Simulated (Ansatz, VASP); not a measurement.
## Two plane-wave programs on ZnS (Wurtzite-6H)

```
Zn S
1.0
     3.81200    0.00000    0.00000
    -1.90600    3.30129    0.00000
     0.00000    0.00000   18.68999
Zn S
6 6
Direct
  0.33333 0.66667 0.83333
  0.66667 0.33333 0.33333
  0.66667 0.33333 0.66667
  0.33333 0.66667 0.16667
  0.00000 0.00000 0.50000
  0.00000 0.00000 0.00000
  0.33333 0.66667 0.95833
  0.66667 0.33333 0.45833
  0.66667 0.33333 0.79167
  0.33333 0.66667 0.29167
  0.00000 0.00000 0.62500
  0.00000 0.00000 0.12500
```

Alike in both runs: task single point; functional PBE; k mesh 8 × 8 × 2; occupations gaussian, width 0.012 eV; no spin polarisation.

|  | VASP | Ansatz |
| --- | --- | --- |
| version | VASP 6.6.1 | Ansatz 0.2.0 |
| potentials or method | VASP PAW PBE potentials, release 64 (Zn, S) | Ansatz PAW |
| plane-wave cutoff (eV) | 520 | 420 |
| valence electrons in the cell | 108 | 108 |

VASP gave:

```
gap on the k mesh at the Fermi level (eV) : 2.17
least direct gap on the mesh (eV)         : 2.17
pressure (GPa)                            : 2.3
rms of the force components (eV/Å)        : 0.010
```

Q: Estimate Ansatz's values.

A: gap on the k mesh at the Fermi level (eV): 2.16; least direct gap on the mesh (eV): 2.16; pressure (GPa): 2.1; rms of the force components (eV/Å): 0.010.

Atom by atom the forces differ by 0.001 eV/Å (rms over components).

A k mesh can miss the band edges.
